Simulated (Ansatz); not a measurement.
# A series in volume scale on CdO

All results are calculated (Ansatz 0.2.0). Periodic Kohn-Sham DFT of a crystal at fixed atoms, scaled to volume_scale times the given cell; pressure positive in compression, energy less spherical unpolarised free atoms, largest_vzz the field gradient of largest size among the nuclei.

The cell before it is scaled or strained (space group Fm-3m, No. 225):
```
CdO
1.0
      0.0000     2.3481     2.3481
      2.3481     0.0000     2.3481
      2.3481     2.3481     0.0000
Cd O
1 1
Direct
  0.00000 0.00000 0.00000
  0.50000 0.50000 0.50000
```

Settings of every row: method all-electron LAPW; functional PBEsol; relativity scalar; k mesh 11x11x11; filling fermi-dirac; smearing width 0.02 eV; basis error target 0.5 meV/atom; nucleus gaussian.

Atom start moment: 0 on all atoms.

| row | volume scale | V (Å³/atom) | energy less free atoms (eV/atom) | pressure (GPa) |
| --- | --- | --- | --- | --- |
| 1 | 0.94 | 12.17 | -4.2556 | 9.71 |
| 2 | 0.96 | 12.43 | -4.2681 | 5.889 |
| 3 | 0.98 | 12.687 | ? | ? |
| 4 | 0.99 | 12.819 | -4.2762 | 0.931 |
| 5 | 1 | 12.947 | -4.2764 | -0.538 |
| 6 | 1.01 | 13.078 | -4.2754 | -1.924 |
| 7 | 1.02 | 13.205 | -4.2733 | -3.232 |
| 8 | 1.04 | 13.464 | -4.2661 | -5.629 |
| 9 | 1.06 | 13.723 | -4.2552 | -7.761 |

Question: what energy less free atoms and pressure should row 3 give?

Worked fit of energy less free atoms. Take u = (V_r/V)^(2/3) − 1 with V_r = 13.012 Å³ an atom, which is twice the finite (Eulerian) strain; such expansions in the strain, on which the Birch-Murnaghan equation of state is built, carry the rest volume and the bulk modulus. The shown rows have u = 0.04561, 0.03098, 0.01001, 0.00334, -0.00337, -0.00977, -0.02251, -0.03485. Least squares give energy less free atoms = −4.27603 − 0.1459 × u + 13.003 × u² eV/atom; a straight line predicts inner rows, each left out in turn, worse (root mean square 0.0069 against 5.1e-05 eV/atom). The rows lie off it by 0.0000, 0.0000, 0.0000, 0.0000, 0.0000, 0.0001, 0.0001, 0.0000. Its lowest point lies at u = 0.0056, or V = 12.9 Å³ an atom, and the curvature there gives the bulk modulus at fixed shape and fractions, B = (4/9)(1 + u)² E″(u)/V = 145 GPa. The withheld row has u = 0.01701, so the fit gives −4.27603 − 0.1459 × (0.01701) + 13.003 × (0.01701)² = -4.2747 eV/atom.

The calculation gave -4.2748 eV/atom. The fit lies 0.0001 eV/atom (0.47 % of the column's range) above it, one unit of the last digit.

Worked fit of pressure. Take u = (V_r/V)^(2/3) − 1 with V_r = 13.012 Å³ an atom, which is twice the finite (Eulerian) strain; such expansions in the strain, on which the Birch-Murnaghan equation of state is built, carry the rest volume and the bulk modulus. The shown rows have u = 0.04561, 0.03098, 0.01001, 0.00334, -0.00337, -0.00977, -0.02251, -0.03485. Least squares give pressure = −1.2384 + 209.971 × u + 657.01 × u² GPa; a straight line predicts inner rows, each left out in turn, worse (root mean square 0.35 against 0.01 GPa). The rows lie off it by 0.005, -0.008, 0.002, -0.008, 0.015, -0.005, 0.003, -0.003 (root mean square 0.0073 GPa). The pressure vanishes at u = 0.0058, or V = 12.9 Å³ an atom, and there the bulk modulus at fixed shape and fractions is B = −V dP/dV = (2/3)(1 + u) dP/du = 146 GPa. The withheld row has u = 0.01701, so the fit gives −1.2384 + 209.971 × (0.01701) + 657.01 × (0.01701)² = 2.523 GPa.

The calculation gave 2.489 GPa. The fit lies 0.034 GPa (1.4 % of the value, 0.19 % of the column's range) above it; its largest miss of a shown row is 0.015 GPa.
